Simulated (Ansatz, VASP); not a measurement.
## KF in VASP and in Ansatz

Contents of INCAR:

```
SYSTEM = KF
  PREC = Accurate
  ENCUT = 600
  EDIFF = 1E-6
  ISMEAR = 0
  SIGMA = 0.02
  LREAL = .FALSE.
  LASPH = .TRUE.
  NELM = 100
  ALGO = Normal
  ISIF = 3
  LWAVE = .FALSE.
  LCHARG = .FALSE.
  GGA = PE
  IVDW = 12
  IBRION = 2
  NSW = 70
  EDIFFG = -0.02
```

File KPOINTS:

```
regular mesh
0
G
  8 8 8
  0 0 0
```

Contents of POSCAR:

```
KF
1.0
    0.0000000000      2.6544130000      2.6544130000
    2.6544130000      0.0000000000      2.6544130000
    2.6544130000      2.6544130000      0.0000000000
K F
1 1
Direct
    0.0000000000      0.0000000000      0.0000000000
    0.5000000000      0.5000000000      0.5000000000
```

Input for Ansatz:

```yaml
crystal:
  lattice:
    - [0.0, 2.654413, 2.654413]
    - [2.654413, 0.0, 2.654413]
    - [2.654413, 2.654413, 0.0]
  atoms:
    - { symbol: K, position: [0.0, 0.0, 0.0] }
    - { symbol: F, position: [0.5, 0.5, 0.5] }
basis:
  ecutwfc: 420
kpoints:
  mp_grid: { grid: [8, 8, 8] }
hamiltonian:
  xc: pbe
  dispersion: d3bj
scf:
  occupations: { method: gaussian, width: 0.02 }
output:
  forces: true
  stress: true
  eigenvalues: true
relax:
  adjacent_minimum: "off"
  f_tol: 0.02
  max_steps: 50
  cell: { stress_tol: 0.1 }
```

The cell is a database's computed one.

Alike in both runs: task relaxation of cell and atoms; functional PBE; dispersion D3(BJ); k mesh 8 × 8 × 8; occupations gaussian, width 0.02 eV; no spin polarisation.

|  | VASP | Ansatz |
| --- | --- | --- |
| version | VASP 6.6.1 | Ansatz 0.2.0 |
| potentials or method | VASP PAW PBE potentials, release 64 (K_sv, F) | scalar-relativistic, plane waves, PAW |
| plane-wave cutoff (eV) | 600 | 420 |
| valence electrons in the cell | 16 | 16 |

|  | VASP | Ansatz | Ansatz less VASP |
| --- | --- | --- | --- |
| gap on the k mesh at the Fermi level, each at its own relaxed structure (eV) | 6.13 | 6.18 | +0.044 |
| relaxed volume (Å³/atom) | 19.20 | 19.09 | -0.110 |
| relaxed cell length with the largest relative difference (Å) | 3.787 | 3.780 | -0.0073 |

A k mesh can miss the band edges. PBE gaps usually lie below the measured ones, often by a third to a half.
